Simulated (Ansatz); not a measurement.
Space group Fm-3m (No. 225). a = 4.479 Å, b = 4.479 Å, c = 4.479 Å, α = 90.00°, β = 90.00°, γ = 90.00°
| atom | site | symmetry | x | y | z |
| --- | --- | --- | --- | --- | --- |
| Hf | 4a | m-3m | 0.0000 | 0.0000 | 0.0000 |

Equation of state of this Hf structure (not necessarily the ground state), with shape and atoms relaxed at each volume where symmetry leaves them free. It has no gap at any of these volumes. Theory: DFT r2SCAN, scalar-relativistic, plane waves, PAW in Ansatz 0.2.0.

Cutoff 500 eV; k points 16×16×16 on the computed 1-atom cell (Γ-centred); Gaussian smearing, width 0.10 eV; no spin polarisation.

```csv
V (Å³/atom),E − E(largest V) (meV/atom),P (GPa)
21.120,4.24,6.86
21.794,-16.80,3.23
22.468,-23.62,0.00
23.142,-17.63,-2.90
23.817,0.00,-5.49
```

Q: Fit a third-order Birch–Murnaghan equation to E(V).

A: V0 = 22.48 Å³/atom, B0 = 102 GPa, B0' = 2.4.

Spin-orbit coupling is left out, which matters for the bands of heavy elements.

This fcc form isn't the element's structure at ambient conditions.